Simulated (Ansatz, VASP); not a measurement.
## One calculation of As, two programs

Contents of INCAR:

```
PREC = Accurate
ENCUT = 520
EDIFF = 1E-6
ISMEAR = -1
SIGMA = 0.1
LREAL = F
LASPH = T
NELM = 60
ALGO = Normal
ISIF = 2
LWAVE = F
LCHARG = T
GGA = PS
LELF = T
LVHAR = T
NBANDS = 18
```

KPOINTS

```
Automatic mesh
0
Gamma
  14 14 4
```

File POSCAR:

```
As
1.0
    2.8529910987      0.0000000000      0.0000000000
   -1.4264955493      2.4707627683      0.0000000000
    0.0000000000      0.0000000000      9.6162576355
As
4
Direct
    0.0000000000      0.0000000000      1.0000000000
    0.0000000000      0.0000000000      0.5000000000
    0.3333333333      0.6666666667      0.2500000000
    0.6666666667      0.3333333333      0.7500000000
```

Input for Ansatz:

```yaml
crystal:
  lattice:
    - [2.8529910987, 0.0, 0.0]
    - [-1.4264955493, 2.4707627683, 0.0]
    - [0.0, 0.0, 9.6162576355]
  atoms:
    - { symbol: As, position: [0.0, 0.0, 1.0] }
    - { symbol: As, position: [0.0, 0.0, 0.5] }
    - { symbol: As, position: [0.3333333333, 0.6666666667, 0.25] }
    - { symbol: As, position: [0.6666666667, 0.3333333333, 0.75] }
hamiltonian:
  xc: pbesol
  pseudopotentials:
    kind: paw
    azcp:
      As: "pseudopotentials/As.paw.azcp"
basis:
  ecutwfc: 420
  fft_grid_basis: typed
kpoints:
  mp_grid: { grid: [14, 14, 4], shift: [0, 0, 0] }
magnetization:
  spin_polarized: false
scf:
  occupations: { method: fermi_dirac, width: 0.1 }
  lower_state_search: "off"
output:
  stress: true
  write_density: true
  write_potential: true
  elf: true
  volumetric_format: npy
```

Alike in both runs: task single point; functional PBEsol; k mesh 14 × 14 × 4; occupations fermi-dirac, width 0.1 eV; no spin polarisation.

|  | VASP | Ansatz |
| --- | --- | --- |
| version | VASP 6.6.1 | Ansatz 0.2.0 |
| potentials or method | VASP PAW PBE potentials, release 64 (As) | plane waves (420 eV) with PAW, scalar-relativistic |
| plane-wave cutoff (eV) | 520 | 420 |
| valence electrons in the cell | 20 | 60 |

|  | VASP | Ansatz | Ansatz less VASP |
| --- | --- | --- | --- |
| pressure (GPa) | 9.4 | 9.0 | -0.39 |
| largest component of the traceless stress (GPa) | 0.51 | 0.53 | +0.025 |

The functional is the same, so the differences come from potentials, cutoffs and numerics. The two sets of potentials don't hold the same shells in valence. Ansatz warned: «pseudo_functional_mismatch».

Caveats: the PAW data sets were made with another functional, which shifts forces and pressure a little (VASP).
